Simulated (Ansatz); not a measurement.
# Ge (C2/m) in Ansatz: further runs

One crystal, Ge, is run at these levels: PBEsol; tasks: relaxation of the atoms.

Everything below comes from runs of Ansatz 0.2.0. Logs are shortened: lines on timing, memory, paths and dates and some standing lists are left out, and cuts for length are marked.

### Step 1. The structure

Symmetry: C2/m, No. 12, monoclinic system. Conventional cell: a = 5.262 Å, b = 10.231 Å, c = 3.827 Å, α = 90.00°, β = 131.10°, γ = 90.00°. Around Ge (site symmetry m) lie 5 Ge at 2.61 to 2.73 Å. Ge (site symmetry 2) has 6 Ge at 2.71 to 2.96 Å as nearest neighbours.

This isn't the form of Ge at room conditions, which is diamond.

### Step 2. Relaxation of the atoms, PBEsol, 19.41 Å³/atom

input.yaml

```yaml
crystal:
  lattice:
    - [-0.0577148, 2.88574, 5.115665]
    - [2.630497, -0.05260994, 5.115665]
    - [2.5727822, 2.83313006, 0.0]
  atoms:
    - { symbol: Ge, position: [0.72649, 0.27351, 0.72649] }
    - { symbol: Ge, position: [0.27351, 0.72649, 0.27351] }
    - { symbol: Ge, position: [0.218133, 0.218133, 0.781867] }
    - { symbol: Ge, position: [0.781867, 0.781867, 0.218133] }
hamiltonian:
  xc: pbesol
  pseudopotentials: { kind: paw }
kpoints:
  mp_grid: { grid: [6, 6, 6] }
scf:
  occupations: { method: fermi_dirac, width: 0.05 }
output:
  forces: true
  stress: true
  eigenvalues: true
  write_density: true
  write_potential: true
  elf: true
  volumetric_format: npy
relax:
  f_tol: 0.01
  max_steps: 40
```

Potentials or basis: Ansatz PAW.

Command:

```
$ ansatz run input.yaml --threads 2 --pin off --max-ram 5632MiB --backend cpu --events-out ev --progress --plain --runs-dir out
```

Output:

```text
Warning: output.stress: scf.convergence.dr2_threshold = 1e-7 eV (the SCF's general default) is looser than the 4e-10 eV advised for a printed stress (1e-10 eV for each atom of the cell: 4). What an SCF threshold leaves in a stress goes as its square root, and in the free energy as the threshold itself, and one threshold admits the most on a small cell: of the crystals measured, under no hybrid functional and no lock of the moments, on runs that ended without the residual-converged pass, on stresses that held no estimate of that error, the worst erred by over 100 MPa in a component at 1e-7 eV an atom and by under 5 at 1e-10. Every solve of this run answers to scf.convergence.dr2_threshold, and the tensor of one is reported: a single SCF on the reported geometry and on this run's grids (its basis.xc_grid and basis.ecutrho_ratio typed), with scf.convergence.dr2_threshold at 4e-10 eV or tighter, prints it and tightens no other solve. Else set scf.convergence.dr2_threshold to 4e-10 eV or tighter. The threshold is an SCF's pass mark: one that does not reach it within its budget of iterations ends unconverged, or closes short of it on a stop that the run arms, and scf.convergence.dr2_threshold's page says what that costs each kind of run
Warning: RAYON_NUM_THREADS=2 ignored (pool sized by the plan → 2); use --threads N
Engine: ansatz 0.2.0, x86_64-unknown-linux-gnu
Pseudopotentials: kind: paw
Pseudopotential: Ge, paw, valence charge 14, recommended cutoff 420 eV (normal), Ge.paw.azcp
Functional definition: PBEsol
  exchange = pbesol_x
  correlation = pbesol_c
Crystal: 4 atoms, lattice volume = 77.634 Å³
Basis set: ecut = 420 eV, 1531 PW (Γ), exchange–correlation on 80×80×54 points (8 copies of the dense FFT grid, shifted against one another)
Bands: 34, of which v1, the nominal top of the filled ones, is band 28 counted from 1 (27 counted from 0)
Symmetry: 4 space group operations
Space group: C2/m (ITA 12), of the structure as read, at distance tolerance 4.3e-5 Å
k-points: 68 of 216
Non-local potential: Ge, projectors of the file, l = 0: 2, l = 1: 2, l = 2: 3, l = 3: 1
PAW form: soft (Blöchl's): semilocal exchange-correlation on the pseudo side does not see the compensation charge
PAW frozen core: Ge, regenerated for the run's functional, and the local potential with it (the file was generated under x = pbe(κ = 0.804, μ = 0.2195149727645171), c = pbe(β = 0.06672455060314922))
PAW one-centre angular grid: Ge, 590 points (default); XC on 64 Gauss nodes
Initial density: superposition of atomic densities (neutral atoms: chi_scale 0, normalization atom), corrected by the library's trained network
Initial wavefunctions: pseudopotential atomic-orbital guess
Functional: x = pbesol(κ = 0.804, μ = 0.12345679012345678), c = pbesol(β = 0.046)
SCF iter   1: F=—  HF=-17013.222288 eV  |F-HF|=—  |Δ(HF+E_count)|=         —  Δρ=2.04e-3  dr2=2.23e-3  ethr=1.77e-3  ⟨swp⟩=5.9  Hψ=8785  notcnv=0  defer=14
preconditioner: auto → Kerker (q_TF=auto, 2.584 Å⁻¹)  [metal: Δε(μ)=0.038 eV  Ē_g=22.310 eV  σ=0.050 eV  W_gap=0.18  n_scr=28 (ndim 8)  ℏωp=31.5 eV  f_vac=0.000  D(μ)=1.62/eV (n_scr^D=10)]
SCF iter   2: F=—  HF=-17013.219717 eV  |F-HF|=—  |Δ(HF+E_count)|=   2.57e-3  Δρ=1.12e-3  dr2=7.93e-4  ethr=3.98e-6  ⟨swp⟩=2.0  Hψ=4312  notcnv=0  defer=17
SCF iter   3: F=—  HF=-17013.219689 eV  |F-HF|=—  |Δ(HF+E_count)|=   2.78e-5  Δρ=4.83e-4  dr2=1.85e-4  ethr=1.42e-6  ⟨swp⟩=1.0  Hψ=2263  notcnv=0  defer=17
SCF iter   4: F=—  HF=-17013.219674 eV  |F-HF|=—  |Δ(HF+E_count)|=   1.50e-5  Δρ=7.29e-5  dr2=4.85e-6  ethr=3.31e-7  ⟨swp⟩=2.3  Hψ=3037  notcnv=0  defer=17
iter 5 did not close the SCF: its close was put off for the readings that it lacked (scf_convergence_deferred on its scf_iter line)
SCF iter   5: F=-17013.219672 eV  HF=-17013.219674 eV  |F-HF|=2.22e-6  |Δ(HF+E_count)|=   2.38e-7  Δρ=4.50e-5  dr2=8.13e-7  ethr=8.65e-9  ⟨swp⟩=2.0  Hψ=4174  notcnv=0  defer=17
SCF iter   6: F=-17013.219673 eV  HF=-17013.219673 eV  |F-HF|=1.84e-7  |Δ(HF+E_count)|=   8.58e-7  Δρ=1.31e-5  dr2=6.88e-8  ethr=1.45e-9  ⟨swp⟩=7.9  Hψ=14400  notcnv=0
SCF 1 converged in 6 iterations: F = -17013.219673 eV  dr2 = 6.88e-8
relax step   1: F+E_penalty+E_count = -17013.21967304 eV  Δ(F+E_penalty+E_count) = +0.000e0 eV  max|allowed force component| = 2.872e-2 eV/Å  Δτ_max = 0.0000 Å  (6 SCF iters, dr2 threshold 2.50e-6 eV, accepted)
Initial density: handed on by an earlier stage of this run
Initial wavefunctions: those handed on with the density
iter 1 solved again at ethr=1.21e-7 eV; its pass at ethr=3.10e-3 eV (dr2=6.77e-5 eV) is discarded
SCF iter   1: F=—  HF=-17013.220131 eV  |F-HF|=—  |Δ(HF+E_count)|=         —  Δρ=3.44e-4  dr2=6.93e-5  ethr=1.21e-7  ⟨swp⟩=2.0  Hψ=7013  notcnv=0  defer=49
preconditioner: auto → Kerker (q_TF=auto, 2.584 Å⁻¹)  [metal: Δε(μ)=0.045 eV  Ē_g=22.357 eV  σ=0.050 eV  W_gap=0.22  n_scr=28 (ndim 8)  ℏωp=31.5 eV  f_vac=0.000  D(μ)=1.62/eV (n_scr^D=10)]
SCF iter   2: F=—  HF=-17013.220122 eV  |F-HF|=—  |Δ(HF+E_count)|=   9.43e-6  Δρ=2.06e-4  dr2=2.84e-5  ethr=1.21e-7  ⟨swp⟩=1.0  Hψ=2263  notcnv=0  defer=49
SCF iter   3: F=—  HF=-17013.220117 eV  |F-HF|=—  |Δ(HF+E_count)|=   4.64e-6  Δρ=2.69e-5  dr2=4.14e-7  ethr=5.07e-8  ⟨swp⟩=2.0  Hψ=2574  notcnv=0  defer=49
SCF iter   4: F=-17013.220117 eV  HF=-17013.220117 eV  |F-HF|=2.56e-8  |Δ(HF+E_count)|=   1.73e-7  Δρ=1.37e-5  dr2=8.33e-8  ethr=1.79e-10  ⟨swp⟩=10.3  Hψ=15452  notcnv=0
SCF 2 converged in 4 iterations: F = -17013.220117 eV  dr2 = 8.33e-8
relax step   2: F+E_penalty+E_count = -17013.22011703 eV  Δ(F+E_penalty+E_count) = -4.440e-4 eV  max|allowed force component| = 1.536e-2 eV/Å  Δτ_max = 0.0065 Å  (4 SCF iters, accepted)
SCF iter   1: F=—  HF=-17013.220348 eV  |F-HF|=—  |Δ(HF+E_count)|=         —  Δρ=4.77e-4  dr2=1.45e-4  ethr=2.63e-6  ⟨swp⟩=2.6  Hψ=4407  notcnv=0  defer=49
preconditioner: auto → Kerker (q_TF=auto, 2.584 Å⁻¹)  [metal: Δε(μ)=0.033 eV  Ē_g=22.356 eV  σ=0.050 eV  W_gap=0.16  n_scr=28 (ndim 8)  ℏωp=31.5 eV  f_vac=0.000  D(μ)=1.59/eV (n_scr^D=10)]
SCF iter   2: F=—  HF=-17013.220337 eV  |F-HF|=—  |Δ(HF+E_count)|=   1.09e-5  Δρ=2.88e-4  dr2=6.08e-5  ethr=2.59e-7  ⟨swp⟩=1.0  Hψ=2856  notcnv=0  defer=49
SCF iter   3: F=—  HF=-17013.220318 eV  |F-HF|=—  |Δ(HF+E_count)|=   1.84e-5  Δρ=3.74e-5  dr2=7.63e-7  ethr=1.09e-7  ⟨swp⟩=2.0  Hψ=2561  notcnv=0  defer=49
SCF iter   4: F=—  HF=-17013.220318 eV  |F-HF|=—  |Δ(HF+E_count)|=   2.44e-8  Δρ=1.42e-5  dr2=1.34e-7  ethr=1.79e-10  ⟨swp⟩=10.9  Hψ=15865  notcnv=0
SCF iter   5: F=-17013.220318 eV  HF=-17013.220318 eV  |F-HF|=8.56e-9  |Δ(HF+E_count)|=   8.54e-8  Δρ=4.81e-6  dr2=2.18e-8  ethr=1.79e-10  ⟨swp⟩=7.0  Hψ=13972  notcnv=0
SCF 3 converged in 5 iterations: F = -17013.220318 eV  dr2 = 2.18e-8
relax step   3: F+E_penalty+E_count = -17013.22031824 eV  Δ(F+E_penalty+E_count) = -2.012e-4 eV  max|allowed force component| = 7.969e-4 eV/Å  Δτ_max = 0.0107 Å  (5 SCF iters, accepted)
SCF converged after 5 iterations
Free energy (F): -17013.220318 eV
Harris-Foulkes:  -17013.220318 eV  (|F-HF|=8.56e-9)
Internal energy: -17013.207038 eV  (E = F + TS)
E sigma→0 (E₀):  -17013.213678 eV
Entropy (-TS):   -0.013281 eV (-3.320 meV/atom)
Fermi energy:    10.392155 eV
--- Per-component energies (eV) ---
  E_band       = -486.730208
  E_kinetic    = 441.988637
  E_local      = -8743.324193  (includes V_loc(G=0)·N_el)
  E_nonlocal   = 1671.155942
  E_hartree    = 3818.669337
  E_xc         = -299.676861
  E_vxc        = -258.358082  (∫ρ·V_xc dr)
  E_paw        = -7906.969022  (= ΣΔE_a)
  E_vpaw       = -1235.534619  (= ΣTr[D̂ρ^β])
  E_aug_tail   = 0.001166  (compensation charges beyond the density's cutoff)
  E_ewald      = -5998.723787
  E_core_change = 3.671745  (= ΣΔE_core)
  E_smearing   = -0.013281  (= −TS)
  E_closure    = -0.000000  (closes the sum)
  Σ components = -17013.220318   (vs F -17013.220318, Δ=0.00e0)
--- Forces (eV/Å), atoms counted from 1 ---
  atom   1  Ge     0.00052882     0.00079689     0.00000000
  atom   2  Ge    -0.00052882    -0.00079689     0.00000000
  atom   3  Ge     0.00000000     0.00000000    -0.00023749
  atom   4  Ge     0.00000000     0.00000000     0.00023749
  max |Σ_I F_I| component: 1.08e-19 eV/Å
--- Stress (GPa, compression-positive) ---
       -1.526102       2.234597       0.000000
        2.234597      -3.653755       0.000000
        0.000000       0.000000      -4.677779
  P = ⅓ Tr σ = -3.2859 GPa (-32.859 kbar)
--- Band table (eV; the first three rows and the last of 68) ---
  k-point 0: bands = ["-14.3612", "-14.3082", "-14.2755", "-14.2684", "-14.2617", "-14.2556", "-14.2535", "-14.2487", "-14.2122", "-14.2062", "-14.1761", "-14.1748", "-14.1419", "-14.1323", "-14.1303", "-14.1191", "-14.1186", "-14.1109", "-14.0622", "-14.0335", "-2.5929", "1.9840", "4.2023", "6.5595", "7.4058", "7.8950", "8.3259", "8.5838", "8.9789", "13.3540", "14.0546", "14.4372", "16.6273", "17.2930"]
  k-point 1: bands = ["-14.3444", "-14.2995", "-14.2761", "-14.2637", "-14.2570", "-14.2536", "-14.2523", "-14.2308", "-14.2106", "-14.2022", "-14.1811", "-14.1673", "-14.1445", "-14.1394", "-14.1360", "-14.1269", "-14.1235", "-14.1194", "-14.0693", "-14.0512", "-2.2765", "1.9517", "4.3532", "5.1840", "6.2907", "8.0780", "8.5606", "9.4795", "9.9604", "12.9267", "14.7504", "15.4699", "15.6815", "15.9686"]
  k-point 2: bands = ["-14.2995", "-14.2798", "-14.2774", "-14.2644", "-14.2456", "-14.2367", "-14.2270", "-14.2110", "-14.2022", "-14.1992", "-14.1861", "-14.1663", "-14.1617", "-14.1532", "-14.1431", "-14.1388", "-14.1373", "-14.1335", "-14.0969", "-14.0847", "-1.3312", "2.1064", "2.3329", "4.1439", "6.8639", "8.4229", "9.4633", "10.5860", "11.0979", "11.6435", "12.8386", "13.3886", "14.5371", "16.4951"]
  k-point 67: bands = ["-14.3539", "-14.2943", "-14.2765", "-14.2619", "-14.2504", "-14.2476", "-14.2391", "-14.2321", "-14.2116", "-14.1937", "-14.1877", "-14.1705", "-14.1548", "-14.1476", "-14.1446", "-14.1412", "-14.1233", "-14.1148", "-14.0694", "-14.0363", "-1.4143", "-0.9773", "5.6383", "5.8494", "8.2580", "8.5460", "10.1844", "10.8887", "11.3408", "11.5004", "12.3903", "13.0552", "15.3641", "15.8885"]
--- Relaxed structure (3 steps of the walk, 3 accepted, 0 SCFs on fresh bases) ---
  F+E_penalty+E_count = -17013.22031824 eV   max|allowed force component| = 7.969e-4 eV/Å
  atoms:
    - { symbol: Ge, position: [0.7270151007290506, 0.27298489927094943, 0.7283430153657179] }
    - { symbol: Ge, position: [0.27298489927094943, 0.7270151007290506, 0.2716569846342821] }
    - { symbol: Ge, position: [0.21981272426539938, 0.2198127242653995, 0.7801872757346008] }
    - { symbol: Ge, position: [0.7801872757346004, 0.7801872757346007, 0.21981272426539955] }
```

It took 11 s on 2 threads of Intel Xeon Platinum 8488C (Sapphire Rapids), shared host; peak memory 0.48 GiB.

Results:

- Free energy: -17013.2203 eV
- Energy gained by relaxing: 0.2 meV/atom
- Ionic steps: 3
- Pressure after relaxing: -3.3 GPa
- Band gap on the k mesh: none (metal or under the smearing width)

Caveat: the PAW data sets come from PBE, with cores solved anew for the run's functional, which leaves a small shift of forces and pressure; the thresholds are loose for stress.

### Step 3. Relaxation of the atoms, PBEsol, 19.41 Å³/atom

input.yaml, as its differences from that of step 2:

```diff
@@ -2,5 +2,5 @@
   lattice:
-    - [-0.0577148, 2.88574, 5.115665]
-    - [2.630497, -0.05260994, 5.115665]
-    - [2.5727822, 2.83313006, 0.0]
+    - [-0.0288574, 2.88574, 5.115665]
+    - [2.630497, -0.02630497, 5.115665]
+    - [2.6016396, 2.85943503, 0.0]
   atoms:
@@ -21,6 +21,2 @@
   eigenvalues: true
-  write_density: true
-  write_potential: true
-  elf: true
-  volumetric_format: npy
 relax:
```

Potentials or basis: Ansatz PAW.

Command:

```
$ ansatz run input.yaml --threads 2 --pin off --max-ram 5632MiB --backend cpu --events-out ev --progress --plain --runs-dir out
```

Run time: 9.6 s. Hardware: 2 threads of Intel Xeon Platinum 8488C (Sapphire Rapids), shared host; peak memory 0.48 GiB.

The run converged. Its results:

```
Free energy                  : -17013.2362 eV
Energy gained by relaxing    : 0.1 meV/atom
Ionic steps                  : 3
Pressure after relaxing      : -3.3 GPa
Largest force after relaxing : 0.003 eV/Å
Band gap on the k mesh       : none (metal or under the smearing width)
```

Caveat: the PAW data sets come from PBE, with cores solved anew for the run's functional, which leaves a small shift of forces and pressure; the thresholds are loose for stress.
